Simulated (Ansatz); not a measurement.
## Br: distorted cells

The calculation used DFT PBE, scalar-relativistic, plane waves, PAW in Ansatz 0.2.0.

Settings: cutoff 420 eV, Γ-centred mesh 8×8×4 on the computed 4-atom cell, Gaussian smearing of 0.02 eV; no spin polarisation.

Reference cell:

```yaml
crystal:
  lattice:
    - [3.33500, -2.24000, 0.00000]
    - [3.33500, 2.24000, 0.00000]
    - [0.00000, 0.00000, 8.72000]
  atoms:
    - { symbol: Br, position: [0.13500, 0.86500, 0.11000] }
    - { symbol: Br, position: [0.63500, 0.36500, 0.39000] }
    - { symbol: Br, position: [0.86500, 0.13500, 0.89000] }
    - { symbol: Br, position: [0.36500, 0.63500, 0.61000] }
```

Each variant moves atoms of this cell by the vectors given, if any (Å), and then applies a symmetric strain (tensor components, Cartesian axes). The reference cell isn't relaxed at this level. Energies are per atom at zero smearing, counted from the lowest variant. Pressure is positive in compression.

1. no strain; moves: Br2 (0.207, -0.026, -0.084)
2. strain (xx yy zz yz xz xy, %) 1.88 1.68 2.04 -0.18 -0.50 -0.26; moves: Br1 (-0.010, 0.004, 0.017); Br2 (0.009, -0.022, -0.034); Br3 (0.017, -0.008, 0.000); Br4 (-0.016, 0.026, 0.017)
3. no strain; moves: Br1 (-0.122, 0.034, -0.080)
4. strain (xx yy zz yz xz xy, %) 8.46 -3.11 2.02 0.00 4.68 0.00; moves: Br1 (-0.213, -0.009, 0.024); Br2 (0.213, -0.182, -0.024); Br3 (0.213, 0.182, -0.024); Br4 (-0.213, 0.009, 0.024)
5. strain (xx yy zz yz xz xy, %) -2.52 0.05 -3.38 0.00 -1.82 0.00; moves: Br1 (-0.093, -0.085, -0.216); Br2 (0.093, -0.085, 0.216); Br3 (0.093, 0.085, 0.216); Br4 (-0.093, 0.085, -0.216)
6. strain (xx yy zz yz xz xy, %) 2.85 3.34 3.12 0.50 -0.18 -0.28; moves: Br1 (-0.076, 0.018, -0.023); Br2 (-0.010, -0.016, 0.009); Br3 (0.004, 0.001, 0.024); Br4 (0.082, -0.004, -0.011)

```csv
result,ΔE (meV/atom),P (GPa),largest force (eV/Å),gap on mesh (eV)
A,40.7,-0.98,0.74,0.96
B,660.7,17.54,8.63,2.54
C,10.1,0.76,0.92,1.66
D,0.0,0.19,0.44,1.53
E,17.6,1.75,1.26,1.54
F,68.2,4.28,2.75,1.91
```

Task: Which variant gave which result?

Result: A is 4, B is 5, C is 6, D is 2, E is 1, F is 3.

Each cell of Br holds layers, chains or molecules, and where no dispersion correction was added their binding is poorly described.